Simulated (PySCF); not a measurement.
SnTe in PySCF: convergence with smearing width

Crystal: SnTe.

```xyz
2
Lattice="0.0000 3.1509 3.1509 3.1509 0.0000 3.1509 3.1509 3.1509 0.0000" Properties=species:S:1:pos:R:3 pbc="T T T"
Te    3.1509    3.1509    3.1509
Sn    0.0000    0.0000    0.0000
```

```yaml
Program: PySCF 2.14.0
Task: convergence study
Functional: r2SCAN
Potentials_or_basis: DZVP-MOLOPT-SR/GTH-PBE (potentials made for PBE)
k_mesh: 6 × 6 × 6
Occupations: fermi-dirac, width 0.3 eV
Spin: no spin polarisation
```

These are the settings of the first run; the series varies smearing width, with any setting tied to it.

Hardware: 2 threads of Arm Neoverse V2, with other jobs on the host.

```csv
smearing width,"energy less the tightest run, at zero smearing (meV/atom)",SCF cycles,CPU time (s),peak memory (GiB)
0.3 eV,9.45,6,1200,3.9
0.2 eV,1.72,6,1200,3.9
0.1 eV,-0.51,5,1100,3.9
0.05 eV,0.00,5,1100,3.9
0.025 eV,timed out after 270 s,-,-,-
```

Against the tightest run, the energy stays within 1 meV/atom from 0.1 eV on. The tightest run that finished is the yardstick and may itself not be fully converged.
